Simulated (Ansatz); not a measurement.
# WS2: biaxial strain in the a-b plane

An exercise on one series of results from a longer session: the logs are not shown, and one member is left open.

Computed with Ansatz 0.2.0 (DFT PBEsol, scalar-relativistic, plane waves, PAW, unless a step's input says otherwise).

2 further runs of the same task are left out: 2 set aside as unsound or not needed.

### The structure to begin with

The structure is hexagonal, space group P6_3/mmc (No. 194). The conventional cell has a = 3.146 Å, b = 3.146 Å, c = 12.705 Å, α = 90.00°, β = 90.00°, γ = 120.00°. Around W (site symmetry -6m2) lie 6 S at 2.40 Å. Around S (site symmetry 3m) lie 3 W at 2.40 Å.

Structure file:

```cif
data_structure
_symmetry_space_group_name_H-M 'P 1'
_symmetry_Int_Tables_number 1
_cell_length_a 3.1461
_cell_length_b 3.1461
_cell_length_c 12.7046
_cell_angle_alpha 90.000
_cell_angle_beta 90.000
_cell_angle_gamma 120.000
_cell_volume 108.90
loop_
_atom_site_label
_atom_site_type_symbol
_atom_site_fract_x
_atom_site_fract_y
_atom_site_fract_z
_atom_site_occupancy
W1 W 0.33333 0.66667 0.25000 1
W2 W 0.66667 0.33333 0.75000 1
S1 S 0.33333 0.66667 0.62660 1
S2 S 0.66667 0.33333 0.12660 1
S3 S 0.33333 0.66667 0.87340 1
S4 S 0.66667 0.33333 0.37340 1
```

It goes back to an entry of the Materials Project.

This cell was relaxed beforehand with the same method: volume 18.15 Å³/atom, gap on the mesh 1.10 eV.

The unstrained cell comes from an earlier run at this level (6 atoms, E(σ→0) -24058.1599 eV, gap 1.10 eV over the zone).

Set-up of the first run:

Contents of input.yaml:

```yaml
crystal:
  lattice:
    - [3.0831620165, 0.0, 0.0]
    - [-1.5415810083, 2.6700966303, 0.0]
    - [0.0, 0.0, 12.8570613884]
  atoms:
    - { symbol: W, position: [0.3333333333, 0.6666666667, 0.25] }
    - { symbol: W, position: [0.6666666667, 0.3333333333, 0.75] }
    - { symbol: S, position: [0.3333333333, 0.6666666667, 0.6266015054] }
    - { symbol: S, position: [0.6666666667, 0.3333333333, 0.1266015054] }
    - { symbol: S, position: [0.3333333333, 0.6666666667, 0.8733984946] }
    - { symbol: S, position: [0.6666666667, 0.3333333333, 0.3733984946] }
basis:
  ecutwfc: 420
kpoints:
  mp_grid: { grid: [12, 12, 2] }
hamiltonian:
  xc: pbesol
scf:
  occupations: { method: gaussian, width: 0.02 }
output:
  forces: true
  stress: true
  eigenvalues: true
relax:
  adjacent_minimum: "off"
  f_tol: 0.008
  max_steps: 40
  cell: { stress_tol: 0.015, fix: [a, b, gamma] }
```

Started as:

```bash
ansatz run input.yaml --threads 1 --pin off --max-ram 2560MiB --backend cpu --events-out ev --progress --plain --runs-dir out
```

Steps of the session up to this table: At -2.0 %; Seeking the band edges at -2.0 %; The cell strained by +2.0 %; Band edges over the zone at +2.0 %; The cell strained by -4.0 %; Seeking the band edges at -4.0 %; Strain +4.0 %; Seeking the band edges at +4.0 %; The cell strained by -6.0 %; Band edges over the zone at -6.0 %; Strain +6.0 %; Seeking the band edges at +6.0 %.

One of the session's tables, all rows but one given; the rest of the session is left out.

Lengths are those of the vectors of the cell that was run; stresses in GPa:

| strain (%) | ΔE (meV/atom) | a (Å) | b (Å) | c (Å) |
| --- | --- | --- | --- | --- |
| -6.0 | 135.6 | 2.957 | 2.957 | 13.030 |
| -4.0 | 57.7 | 3.020 | 3.020 | 12.913 |
| -2.0 | ? | ? | ? | ? |
| +0.0 | 0.0 | 3.146 | 3.146 | 12.705 |
| +2.0 | 12.7 | 3.209 | 3.209 | 12.597 |
| +4.0 | 49.0 | 3.272 | 3.272 | 12.508 |
| +6.0 | 106.2 | 3.335 | 3.335 | 12.420 |

Estimate the missing values for strain (%) = -2.0.

Worked estimate for «ΔE (meV/atom)». A straight line through the neighbours (-4.0, 57.7) and (0.0, 0.0) gives 57.7 + (0.0 − 57.7) × (-2.0 + 4.0) / (0.0 + 4.0) = 28.9; a parabola fitted to 4 rows on both sides gives 13.8.

**Answer.** ΔE (meV/atom): 13.8; a (Å): 3.083; b (Å): 3.083; c (Å): 12.808. In «ΔE (meV/atom)» the line misses by +15.1 and the parabola by 0.0.

ΔE is over the unstrained cell. Stress in GPa, positive in compression, on the Cartesian axes of the input.

Caveats from the session: Layers here are held mostly by dispersion, which this level lacks, so their spacing and the stiffness across them are unreliable there.
